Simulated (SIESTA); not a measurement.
ZrN:

```xyz
2
Lattice="0.0000 2.3000 2.3000 2.3000 0.0000 2.3000 2.3000 2.3000 0.0000" Properties=species:S:1:pos:R:3 pbc="T T T"
Zr    2.3000    2.3000    2.3000
N     0.0000    0.0000    0.0000
```

Program: SIESTA 5.4.2. Alike in all runs: no spin polarisation; cell as given; k mesh 10 × 10 × 10; smearing fermi-dirac 0.05 eV; grid cutoff 800 Ry.

Question: Order these runs on this cell by their pressure, lowest first.
A. level LDA; potentials or basis PseudoDojo 0.4 standard (LDA files), DZP (energy shift 0.003 Ry; two zetas on semicore shells); energy shift 0.003 Ry
B. level PBEsol; potentials or basis PseudoDojo 0.4 standard (PBEsol files), DZP (energy shift 0.003 Ry; two zetas on semicore shells); energy shift 0.003 Ry
C. level PBE; potentials or basis PseudoDojo 0.4 standard (PBE files), TZP (energy shift 0.01 Ry); energy shift 0.01 Ry
D. level revPBE; potentials or basis PseudoDojo 0.4 standard (PBE files), DZP (energy shift 0.003 Ry; two zetas on semicore shells); energy shift 0.003 Ry
E. level PBE; potentials or basis PseudoDojo 0.4 standard (PBE files), DZP (energy shift 0.003 Ry; two zetas on semicore shells); energy shift 0.003 Ry

Answer: A (-8.8 GPa), B (-4.1 GPa), C (-0.5 GPa), E (2.9 GPa), D (5.1 GPa).

Caveats: the basis of atomic orbitals isn't converged, which shifts pressures, moduli and gaps; semicore shells carry a single zeta, which can move pressures by several GPa and volumes by a few percent (some runs); the potentials were made for another functional, which shifts forces and pressure (some runs).
